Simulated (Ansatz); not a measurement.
# In4Se4 sheet: levels of theory, part 2 of 2

Aim: for In4Se4 sheet, compare levels of theory; the runs are relaxing the atoms and single point.

Ansatz 0.2.0; DFT PBE+D3(BJ), scalar-relativistic, plane waves, PAW, and further levels as typed in the inputs. Earlier steps stand in the parts before.

### Step 5. Single point: HSE06, mesh 6×6×1

It takes the final geometry of step 2.

The input, input.yaml:

```yaml
crystal:
  lattice:
    - [4.0, 0.0, 0.0]
    - [-2.0, 3.4987426313, 0.0]
    - [0.0, 0.0, 51.2000000031]
  atoms:
    - { symbol: Se, position: [0.3315340131, 0.6630680262, 0.175438246] }
    - { symbol: In, position: [-0.0005561606, -0.0011123213, 0.2007964961] }
    - { symbol: In, position: [-0.0005577462, -0.0011154924, 0.25535232] }
    - { symbol: Se, position: [0.3314622928, 0.6629245856, 0.2806477184] }
    - { symbol: Se, position: [0.0006421001, 0.0012842002, 0.3385174327] }
    - { symbol: In, position: [0.6685607074, 0.3371214148, 0.3637800232] }
    - { symbol: In, position: [0.6684070237, 0.3368140474, 0.4183356375] }
    - { symbol: Se, position: [0.0005077697, 0.0010155394, 0.4436946259] }
  periodic: [true, true, false]
scf:
  occupations: { method: gaussian, width: 0.01 }
  n_extra_bands: 6
output:
  eigenvalues: true
  eigenstates: { kpoints: [[0.0, 0.0, 0.0]], top_band: c3, e_range: [-3, 4] }
  write_density: true
  write_potential: true
  elf: true
  volumetric_format: npy
kpoints:
  mp_grid: { grid: [6, 6, 1] }
hamiltonian:
  xc: hse06
```

Command:

```bash
$ ansatz run input.yaml --threads 4 --pin off --max-ram 12288MiB --backend cpu --events-out ev --progress --plain --runs-dir out
```

What it wrote:

```text
Warning: RAYON_NUM_THREADS=4 ignored (pool sized by the plan → 4); use --threads N
scf.n_extra_bands = 6 over 58 filled bands (N_el = 116.0): the run solves 64 bands
Engine: ansatz 0.2.0, x86_64-unknown-linux-gnu
Pseudopotentials: kind: paw
Pseudopotential: Se, paw, valence charge 16, recommended cutoff 420 eV (normal), Se.paw.azcp
Pseudopotential: In, paw, valence charge 13, recommended cutoff 420 eV (normal), In.paw.azcp
Functional definition: HSE06
  parameter a = 0.25
  parameter omega = 0.11/bohr
  exchange = pbe_x - a*pbe_x_sr(omega) + a*exact_x_sr(omega)
  correlation = pbe_c
Crystal: 8 atoms, lattice volume = 716.542 Å³
Basis set: ecut = 420 eV, 14079 PW (Γ)
Bands: 64, of which v1, the nominal top of the filled ones, is band 58 counted from 1 (57 counted from 0)
Symmetry: 2 space group operations
Space group: Cm (ITA 8), of the structure as read, at distance tolerance 8.9e-5 Å
k-points: 13 of 36 (time reversal used)
Non-local potential: Se, projectors of the file, l = 0: 2, l = 1: 2, l = 2: 3, l = 3: 1
Non-local potential: In, projectors of the file, l = 0: 2, l = 1: 2, l = 2: 2, l = 3: 2
PAW form: soft (Blöchl's): semilocal exchange-correlation on the pseudo side does not see the compensation charge
PAW frozen core: Se, regenerated for the run's functional, and the local potential with it (the file was generated under x = pbe(κ = 0.804, μ = 0.2195149727645171), c = pbe(β = 0.06672455060314922))
PAW frozen core: In, regenerated for the run's functional, and the local potential with it (the file was generated under x = pbe(κ = 0.804, μ = 0.2195149727645171), c = pbe(β = 0.06672455060314922))
PAW one-centre angular grid: Se, 590 points (default); XC on 64 Gauss nodes
PAW one-centre angular grid: In, 590 points (default); XC on 64 Gauss nodes
Initial density: superposition of atomic densities (neutral atoms: chi_scale 0, normalization atom), corrected by the library's trained network
Initial wavefunctions: pseudopotential atomic-orbital guess
Functional: x = pbe(κ = 0.804, μ = 0.2195149727645171), c = pbe(β = 0.06672455060314922), warm-up for x = pbe(κ = 0.804, μ = 0.2195149727645171) + 0.25 (exact − pbe) at short range (hse, ω = 0.20786987370883472 Å⁻¹), c = pbe(β = 0.06672455060314922); HSE06 as pw.x's `hse` composes it (authors' and Libxc's form: `xc: wpbeh`)
SCF iter   1: F=—  HF=-44271.797492 eV  |F-HF|=—  |Δ(HF+E_count)|=         —  Δρ=1.31e-3  dr2=8.30e-2  ethr=1.77e-3  ⟨swp⟩=7.5  Hψ=3403  notcnv=0
preconditioner: auto → none  [insulator: Δε(μ)=1.140 eV  Ē_g=12.732 eV  σ=0.010 eV  W_gap=1.00  n_scr=122 (ndim 8)  ℏωp=12.1 eV  f_vac=0.667  D(μ)=0.00/eV (n_scr^D=0)]
SCF iter   2: F=—  HF=-44271.889623 eV  |F-HF|=—  |Δ(HF+E_count)|=   9.21e-2  Δρ=2.71e-3  dr2=9.40e-1  ethr=7.16e-5  ⟨swp⟩=7.1  Hψ=2627  notcnv=0  defer=42
SCF iter   3: F=—  HF=-44271.795306 eV  |F-HF|=—  |Δ(HF+E_count)|=   9.43e-2  Δρ=5.93e-4  dr2=2.80e-2  ethr=7.16e-5  ⟨swp⟩=6.5  Hψ=2306  notcnv=0  defer=58
iter 4 solved again at ethr=7.28e-7 eV; its pass at ethr=2.41e-5 eV (dr2=8.44e-4 eV) is discarded
SCF iter   4: F=—  HF=-44271.792423 eV  |F-HF|=—  |Δ(HF+E_count)|=   2.88e-3  Δρ=2.48e-4  dr2=1.09e-3  ethr=7.28e-7  ⟨swp⟩=6.0  Hψ=4302  notcnv=0  defer=18
eigensolver tolerance schedule calibrated: the retry pair's looser diagonalisation under-reported the residual by θ = 0.23 (0.15/decade); ethr = c·dr2/N_el runs at the constant in force after the calibration composes with the one it found (an armed cap, an earlier calibration), c = 4.4e-2
SCF iter   5: F=—  HF=-44271.792614 eV  |F-HF|=—  |Δ(HF+E_count)|=   1.91e-4  Δρ=1.51e-4  dr2=1.47e-3  ethr=4.17e-7  ⟨swp⟩=6.6  Hψ=2239  notcnv=0  defer=26
SCF iter   6: F=—  HF=-44271.792569 eV  |F-HF|=—  |Δ(HF+E_count)|=   4.43e-5  Δρ=1.04e-4  dr2=3.85e-4  ethr=4.17e-7  ⟨swp⟩=5.5  Hψ=2031  notcnv=0  defer=49
SCF iter   7: F=-44271.792577 eV  HF=-44271.792607 eV  |F-HF|=3.06e-5  |Δ(HF+E_count)|=   3.80e-5  Δρ=5.37e-5  dr2=7.40e-5  ethr=1.47e-7  ⟨swp⟩=4.2  Hψ=1726  notcnv=0  defer=12
SCF 1 stopped early in 7 iterations: F = -44271.792577 eV  dr2 = 7.40e-5
Initial density: handed on by an earlier stage of this run
Initial wavefunctions: those handed on with the density
Functional: x = pbe(κ = 0.804, μ = 0.2195149727645171) + 0.25 (exact − pbe) at short range (hse, ω = 0.20786987370883472 Å⁻¹), c = pbe(β = 0.06672455060314922); HSE06 as pw.x's `hse` composes it (authors' and Libxc's form: `xc: wpbeh`)
Exchange kernel: α = 0.2500, screened, ω = 0.2079 Å⁻¹, Wigner–Seitz truncation, v(0) = 1046.7903 eV·Å³, q-mesh 6×6×1, nearest image of the exchange supercell L = 24.00 Å, pair-density grid 20×20×225, without the augmentation charges, whose exchange is taken in its separable form by FFT convolution over the k-point mesh (sized by the pseudopotential files, 24×24×360 at the most), smooth part of the exact exchange by density-matrix convolution
Frozen-core exchange: fock
SCF iter   1: F=—  HF=-44293.850606 eV  |F-HF|=—  |Δ(HF+E_count)|=         —  Δρ=3.04e-3  dr2=7.99e-2  ethr=6.38e-7  ⟨swp⟩=11.6  Hψ=4637  notcnv=0
preconditioner: auto → none  [insulator: Δε(μ)=1.806 eV  Ē_g=14.614 eV  σ=0.010 eV  W_gap=1.00  n_scr=122 (ndim 8)  ℏωp=12.1 eV  f_vac=0.667  D(μ)=0.00/eV (n_scr^D=0)]
SCF iter   2: F=—  HF=-44293.832648 eV  |F-HF|=—  |Δ(HF+E_count)|=   1.80e-2  Δρ=1.69e-3  dr2=9.24e-2  ethr=6.38e-7  ⟨swp⟩=6.4  Hψ=3617  notcnv=0  defer=9
SCF iter   3: F=—  HF=-44293.820645 eV  |F-HF|=—  |Δ(HF+E_count)|=   1.20e-2  Δρ=8.43e-4  dr2=2.37e-2  ethr=6.38e-7  ⟨swp⟩=7.0  Hψ=3637  notcnv=0  defer=13
SCF iter   4: F=—  HF=-44293.817847 eV  |F-HF|=—  |Δ(HF+E_count)|=   2.80e-3  Δρ=3.94e-4  dr2=6.56e-3  ethr=6.38e-7  ⟨swp⟩=5.4  Hψ=2722  notcnv=0  defer=2
SCF iter   5: F=—  HF=-44293.849899 eV  |F-HF|=—  |Δ(HF+E_count)|=   3.21e-2  Δρ=6.00e-4  dr2=5.20e-3  ethr=6.38e-7  ⟨swp⟩=5.8  Hψ=3523  notcnv=0  defer=9
SCF iter   6: F=—  HF=-44293.849122 eV  |F-HF|=—  |Δ(HF+E_count)|=   7.77e-4  Δρ=1.17e-4  dr2=1.96e-4  ethr=6.38e-7  ⟨swp⟩=5.2  Hψ=2311  notcnv=0  defer=2
SCF iter   7: F=—  HF=-44293.849833 eV  |F-HF|=—  |Δ(HF+E_count)|=   7.12e-4  Δρ=1.10e-4  dr2=3.32e-4  ethr=3.97e-8  ⟨swp⟩=5.2  Hψ=2678  notcnv=0
SCF iter   8: F=-44293.849778 eV  HF=-44293.849787 eV  |F-HF|=8.91e-6  |Δ(HF+E_count)|=   4.66e-5  Δρ=2.28e-5  dr2=1.52e-5  ethr=3.97e-8  ⟨swp⟩=4.5  Hψ=1919  notcnv=0
SCF 2 stopped early in 8 iterations: F = -44293.849778 eV  dr2 = 1.52e-5
hybrid outer 1: dexx = +3.689e-2 eV, tail = 2.32e-4 eV
Exchange kernel: α = 0.2500, screened, ω = 0.2079 Å⁻¹, Wigner–Seitz truncation, v(0) = 1046.7903 eV·Å³, q-mesh 6×6×1, nearest image of the exchange supercell L = 24.00 Å, pair-density grid 20×20×225, without the augmentation charges, whose exchange is taken in its separable form by FFT convolution over the k-point mesh (sized by the pseudopotential files, 24×24×360 at the most), smooth part of the exact exchange by density-matrix convolution
Frozen-core exchange: fock
SCF iter   1: F=—  HF=-44293.849883 eV  |F-HF|=—  |Δ(HF+E_count)|=         —  Δρ=2.82e-5  dr2=1.39e-5  ethr=1.00e-6  ⟨swp⟩=6.1  Hψ=1787  notcnv=0
preconditioner: auto → none  [insulator: Δε(μ)=1.855 eV  Ē_g=14.603 eV  σ=0.010 eV  W_gap=1.00  n_scr=122 (ndim 8)  ℏωp=12.1 eV  f_vac=0.667  D(μ)=0.00/eV (n_scr^D=0)]
SCF iter   2: F=—  HF=-44293.849888 eV  |F-HF|=—  |Δ(HF+E_count)|=   5.28e-6  Δρ=1.61e-5  dr2=1.34e-5  ethr=8.84e-9  ⟨swp⟩=4.0  Hψ=2811  notcnv=0
iter 3 solved again at ethr=5.69e-10 eV; its pass at ethr=8.47e-9 eV (dr2=6.60e-7 eV) is discarded
SCF iter   3: F=—  HF=-44293.849887 eV  |F-HF|=—  |Δ(HF+E_count)|=   1.28e-6  Δρ=9.13e-6  dr2=9.33e-7  ethr=5.69e-10  ⟨swp⟩=4.7  Hψ=3493  notcnv=0
eigensolver tolerance schedule: the retry pair's looser diagonalisation over-reported the residual by 0.13 of it (diagonalisation noise at 0.14 of the residual, at the tolerance the schedule requests for it); recorded, not acted on — ethr = c·dr2/N_el stays at c = 1.0e-1
SCF iter   4: F=—  HF=-44293.849889 eV  |F-HF|=—  |Δ(HF+E_count)|=   2.16e-6  Δρ=7.28e-6  dr2=1.07e-6  ethr=5.05e-10  ⟨swp⟩=5.1  Hψ=2676  notcnv=0
SCF iter   5: F=—  HF=-44293.849889 eV  |F-HF|=—  |Δ(HF+E_count)|=   1.71e-7  Δρ=1.96e-6  dr2=3.51e-7  ethr=5.05e-10  ⟨swp⟩=4.1  Hψ=1845  notcnv=0
SCF iter   6: F=-44293.849889 eV  HF=-44293.849889 eV  |F-HF|=3.41e-8  |Δ(HF+E_count)|=   4.20e-8  Δρ=8.19e-7  dr2=3.72e-8  ethr=2.72e-10  ⟨swp⟩=3.5  Hψ=1712  notcnv=0
SCF 3 converged in 6 iterations: F = -44293.849889 eV  dr2 = 3.72e-8
hybrid outer 2: dexx = +2.545e-6 eV, tail = 1.63e-7 eV, Δε = 4.69e-3 eV (about 2.19e-4 eV left of the loop's levels)
NSCF: frozen V_eff on 1 k-points
WARN: The output density's exchange-correlation potential varies sharply where the density is thin. Do not read a vacuum level from v_tot or v_xc, or from such a field of the output density. On a cell that repeats whose density bears no net charge and no dipole along the vacuum's axis use v_es (v_loc + v_h of the components); under efield.dipole_correction with no amplitude use v_es + v_field, which holds any external_charges[].barrier, or the levels of the report's work_function block, which leave it out; under a non-zero efield.amplitude the vacuum is tilted and has no level; on a cell that repeats and bears such a dipole with no correction it is tilted too, and efield.dipole_correction with no amplitude gives each side of its ramp a level where efield: is served; in a cell that repeats whose density bears a net charge (total_charge, or a fill off its count) it is curved and has none; of a slab under crystal.periodic whose density bears no net charge use v_es, which has a level on each side, short of where the two are joined; of another it falls or rises all the way out and has none; of a slab beside external_charges read slab_vacuum_level instead, which it has where they leave it neutral. The grid or the basis barely resolves most such structure, and the values can differ between equally converged runs; as a rule a tighter scf.convergence.dr2_threshold does not remove it. Where the density itself ripples (under the LDA too) a higher basis.ecutwfc lessens it. The files hold the spikes' plane waves up to the density's cutoff. Files: v_tot_of_output_density and the like, and their columns of v_z.tsv (output.write_potential); v_xc_of_output_density and the like, and their columns of v_comp_z.tsv (output.write_potential_components). Measured: with its Gaussian average of σ = 0.25 Å subtracted twice, the exchange-correlation potential is over 0.1 eV at 2046 of the grid points where the equally averaged density (valence and model cores) is under 1e-3 e/Å³, and 1.74 eV at the most among them, at an averaged density of 2.0e-4 e/Å³. The input density's (outcome.potential() and, of a run that writes arrays, v_tot and v_xc) is over 0.1 eV, so measured, at 2046 points of its own thin density, 1.74 eV at the most. See output.write_potential in the manual, Limitations
hybrid SCF converged: 2 outer / 14 inner (+7 warm-up), last move |dexx| = 2.54e-6 eV, tail = 1.63e-7 eV
Stability not checked: this state was not tested for a lower state beside it, because the functional holds exact exchange (a hybrid, or Hartree-Fock), whose exchange loop this test does not read (fock_operator; see scf.lower_state_search)
Free energy (F): -44293.849889 eV
Frozen-core exchange: fock
Harris-Foulkes:  -44293.849889 eV  (|F-HF|=3.41e-8)
Internal energy: -44293.849889 eV  (E = F + TS)
E sigma→0 (E₀):  -44293.849889 eV
Fermi energy:    -5.262589 eV
--- Per-component energies (eV) ---
  E_band       = -3569.528218
  E_kinetic    = 1441.679816
  E_local      = -653409.889545  (includes V_loc(G=0)·N_el)
  E_nonlocal   = -915.432643
  E_hartree    = 325368.628610
  E_xc         = -1016.676850
  E_vxc        = -629.563447  (∫ρ·V_xc dr)
  E_exx        = -402.199637  (= α·E_x^exact, valence–valence)
  E_paw        = -24142.614965  (= ΣΔE_a)
  E_vpaw       = 10.716822  (= ΣTr[D̂ρ^β])
  E_aug_tail   = -0.002313  (compensation charges beyond the density's cutoff)
  E_ewald      = 308784.896644
  E_core_change = -2.239005  (= ΣΔE_core)
  E_smearing   = -0.000000  (= −TS)
  E_closure    = -0.000000  (closes the sum)
  Σ components = -44293.849889   (vs F -44293.849889, Δ=-2.18e-11)
--- Band table (eV; the first three rows and the last of 13) ---
  k-point 0: bands = ["-56.9493", "-56.9491", "-56.9483", "-56.9481", "-56.9266", "-56.9263", "-56.9239", "-56.9237", "-56.9152", "-56.9147", "-56.9064", "-56.9062", "-56.9013", "-56.9011", "-56.8807", "-56.8782", "-56.8760", "-56.8735", "-56.8683", "-56.8636", "-22.3060", "-22.3010", "-22.1298", "-22.1275", "-22.1249", "-22.1225", "-22.0467", "-22.0438", "-22.0417", "-22.0389", "-22.0279", "-22.0273", "-22.0224", "-22.0218", "-21.8413", "-21.8404", "-21.8360", "-21.8351", "-21.7888", "-21.7839", "-20.4577", "-20.2284", "-20.1826", "-20.0554", "-12.5256", "-12.2954", "-10.1411", "-9.5637", "-7.2331", "-7.1654", "-7.0679", "-7.0350", "-7.0063", "-6.9872", "-6.9745", "-6.9719", "-6.9164", "-6.1905", "-4.3347", "-3.6417", "-2.8584", "-2.7630", "-0.6272", "-0.5705"]
  k-point 1: bands = ["-56.9493", "-56.9491", "-56.9483", "-56.9481", "-56.9266", "-56.9263", "-56.9239", "-56.9237", "-56.9152", "-56.9147", "-56.9063", "-56.9062", "-56.9013", "-56.9011", "-56.8807", "-56.8782", "-56.8760", "-56.8735", "-56.8682", "-56.8636", "-22.3053", "-22.3004", "-22.1970", "-22.1906", "-22.1235", "-22.1185", "-22.1161", "-22.1104", "-22.0347", "-22.0295", "-22.0271", "-22.0225", "-22.0141", "-22.0083", "-21.8756", "-21.8701", "-21.8438", "-21.8384", "-21.7420", "-21.7369", "-20.1781", "-19.9648", "-19.9217", "-19.8071", "-12.3377", "-12.1838", "-10.1263", "-9.9174", "-8.5899", "-8.3191", "-8.2297", "-7.8950", "-7.5155", "-7.3200", "-7.2771", "-7.1797", "-6.7279", "-6.2227", "-3.2516", "-2.9986", "-2.2075", "-2.0917", "-1.2755", "-1.2523"]
  k-point 2: bands = ["-56.9492", "-56.9491", "-56.9482", "-56.9481", "-56.9265", "-56.9263", "-56.9240", "-56.9236", "-56.9152", "-56.9147", "-56.9063", "-56.9061", "-56.9012", "-56.9011", "-56.8807", "-56.8782", "-56.8760", "-56.8735", "-56.8682", "-56.8636", "-22.3548", "-22.3490", "-22.2516", "-22.2458", "-22.2317", "-22.2259", "-22.1217", "-22.1166", "-22.0470", "-22.0418", "-21.9932", "-21.9887", "-21.9816", "-21.9757", "-21.8999", "-21.8945", "-21.8483", "-21.8430", "-21.6935", "-21.6883", "-19.5621", "-19.3943", "-19.3564", "-19.2823", "-12.3161", "-12.2297", "-11.1477", "-10.9841", "-9.7861", "-9.3183", "-8.7326", "-8.1114", "-8.0797", "-7.8601", "-7.7918", "-7.6588", "-7.0188", "-6.8543", "-3.4864", "-3.2496", "-3.0695", "-2.8522", "-1.2472", "-1.1630"]
  k-point 12: bands = ["-56.9493", "-56.9490", "-56.9482", "-56.9480", "-56.9266", "-56.9263", "-56.9238", "-56.9238", "-56.9152", "-56.9147", "-56.9063", "-56.9060", "-56.9012", "-56.9010", "-56.8807", "-56.8782", "-56.8760", "-56.8735", "-56.8682", "-56.8635", "-22.3862", "-22.3808", "-22.2749", "-22.2695", "-22.2512", "-22.2461", "-22.1343", "-22.1291", "-22.0437", "-22.0385", "-21.9869", "-21.9824", "-21.9760", "-21.9701", "-21.8973", "-21.8920", "-21.8564", "-21.8511", "-21.6754", "-21.6702", "-19.1731", "-19.0585", "-19.0179", "-18.9834", "-12.4213", "-12.3568", "-11.5250", "-11.4490", "-9.5208", "-9.3573", "-8.9626", "-8.9356", "-8.7678", "-8.6667", "-8.2949", "-7.9034", "-7.3890", "-7.2129", "-3.2435", "-3.1769", "-2.8731", "-2.6691", "-1.5791", "-1.3364"]
  the weakly bound empty levels are not read free of the cell's end (exact_exchange)
```

Run time: 20 min. Hardware: 4 threads of Intel Xeon Platinum 8259CL at 2.50GHz (Skylake/Cascade Lake), shared host; peak memory 11 GiB.

The maps below are laid out on this run's own conventional cell (a, b, c = 6.997, 4.000, 51.200 Å).

Density in a lattice plane of the grid's cell (edges 7.00 and 51.20 Å, at 0.000 of the third edge), which holds Se and In.

Ten even steps from '0' (0.00 e/Å³) to '9' (18.12 e/Å³):
```
000000
000000
000000
000000
000000
000000
000000
000000
000000
000000
900000
000000
100010
000000
500000
700000
000000
000000
000000
000000
```
Columns run along the first of these edges and rows up along the second, over one cell in 6 and 20 even steps from the bottom left corner. Atoms in the plane (fractional): Se at (0.33, 0.18), In at (1.00, 0.20), In at (1.00, 0.26), Se at (0.33, 0.28), Se at (0.00, 0.34), In at (0.67, 0.36), In at (0.67, 0.42), Se at (0.00, 0.44).

ELF in the same plane.

Values, 12 rows by 6 columns:
```
0.00 0.00 0.00 0.00 0.00 0.00
0.00 0.00 0.00 0.00 0.00 0.00
0.00 0.00 0.00 0.00 0.00 0.00
0.00 0.00 0.00 0.00 0.00 0.00
0.00 0.00 0.00 0.00 0.00 0.00
0.07 0.01 0.00 0.00 0.00 0.01
0.54 0.26 0.02 0.20 0.00 0.19
0.31 0.69 0.01 0.06 0.10 0.75
0.00 0.19 0.40 0.16 0.02 0.21
0.07 0.75 0.59 0.69 0.01 0.05
0.00 0.00 0.00 0.00 0.00 0.00
0.00 0.00 0.00 0.00 0.00 0.00
```
Columns run along the first of these edges and rows up along the second, over one cell in 6 and 12 even steps from the bottom left corner. Atoms in the plane (fractional): Se at (0.33, 0.18), In at (1.00, 0.20), In at (1.00, 0.26), Se at (0.33, 0.28), Se at (0.00, 0.34), In at (0.67, 0.36), In at (0.67, 0.42), Se at (0.00, 0.44).

Both are smooth fields of the valence electrons: close to the nuclei they are not physical.

Outside the cores ELF peaks at 0.88 beside Se, off the lines to its neighbours, 0.9 Å from Se; 0.81 on the Se–In line, 0.9 Å from Se; 0.63 between the atoms, 1.5 Å from In.

### Step 6. Summary of results

What follows sums up all 2 parts.

```
step       level   k mesh  energy (eV)  gap on the mesh (eV)     time
   2  PBE+D3(BJ)  10×10×1   -44273.886                  1.08  1.9 min
   3         LDA  10×10×1   -43365.269                  0.91     41 s
   4         PBE  10×10×1   -44271.801                  1.08     38 s
   5       HSE06    6×6×1   -44293.850                  1.86   20 min
```

Totals of different systems or levels have different zeros; only balanced differences at one level mean anything.

In words: The rows set the runs side by side; convergence of the settings was not tested in this session.
